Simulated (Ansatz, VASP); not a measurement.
One calculation of Si, two programs

POSCAR

```
Si
1.0
    0.0000000000      2.7154700000      2.7154700000
    2.7154700000      0.0000000000      2.7154700000
    2.7154700000      2.7154700000      0.0000000000
Si
2
Direct
    0.5184130187      0.4815869813      0.4815869813
    0.7500000000      0.7500000000      0.7500000000
```

The input INCAR.step1:

```
SYSTEM = Si
PREC = Accurate
ENCUT = 520
ISMEAR = 0
SIGMA = 0.05
LREAL = .FALSE.
LASPH = .TRUE.
NELM = 100
NBANDS = 11
GGA = PE
ALGO = Normal
EDIFF = 1E-4
LWAVE = .TRUE.
LCHARG = .FALSE.
```

The input INCAR.step2:

```
SYSTEM = Si
PREC = Accurate
ENCUT = 520
EDIFF = 1E-6
ISMEAR = 0
SIGMA = 0.05
LREAL = .FALSE.
LASPH = .TRUE.
NELM = 100
ALGO = Normal
ISIF = 2
LWAVE = .FALSE.
LCHARG = .FALSE.
METAGGA = R2SCAN
LMIXTAU = .TRUE.
NBANDS = 11
ISTART = 1
```

File KPOINTS:

```
Automatic mesh
0
G
  10 10 10
  0 0 0
```

Input for Ansatz:

```yaml
crystal:
  lattice:
    - [0.0, 2.71547, 2.71547]
    - [2.71547, 0.0, 2.71547]
    - [2.71547, 2.71547, 0.0]
  atoms:
    - { symbol: Si, position: [0.5184130187, 0.4815869813, 0.4815869813] }
    - { symbol: Si, position: [0.75, 0.75, 0.75] }
basis:
  ecutwfc: 500
kpoints:
  mp_grid: { grid: [10, 10, 10] }
hamiltonian:
  xc: r2scan
scf:
  occupations: { method: gaussian, width: 0.05 }
output:
  forces: true
  stress: true
  eigenvalues: true
```

Alike in both runs: task single point; functional r2SCAN; k mesh 10 × 10 × 10; occupations gaussian, width 0.05 eV; no spin polarisation.

|  | VASP | Ansatz |
| --- | --- | --- |
| version | VASP 6.6.1 | Ansatz 0.2.0 |
| potentials or method | VASP PAW PBE potentials, release 64 (Si) | scalar-relativistic, plane waves, PAW |
| plane-wave cutoff (eV) | 520 | 500 |
| valence electrons in the cell | 8 | 8 |

|  | VASP | Ansatz | Ansatz less VASP |
| --- | --- | --- | --- |
| gap on the k mesh at the Fermi level (eV) | 0.16 | 0.14 | -0.017 |
| least direct gap on the mesh (eV) | 1.94 | 1.92 | -0.015 |
| pressure (GPa) | 0.8 | 1.1 | +0.24 |
| largest component of the traceless stress (GPa) | 3.90 | 3.95 | +0.048 |
| rms of the force components (eV/Å) | 0.802 | 0.805 | +0.0025 |

Atom by atom the forces differ by 0.002 eV/Å (rms over components).

Caveats: the PAW data sets were made with another functional, which shifts forces and pressure a little (VASP).
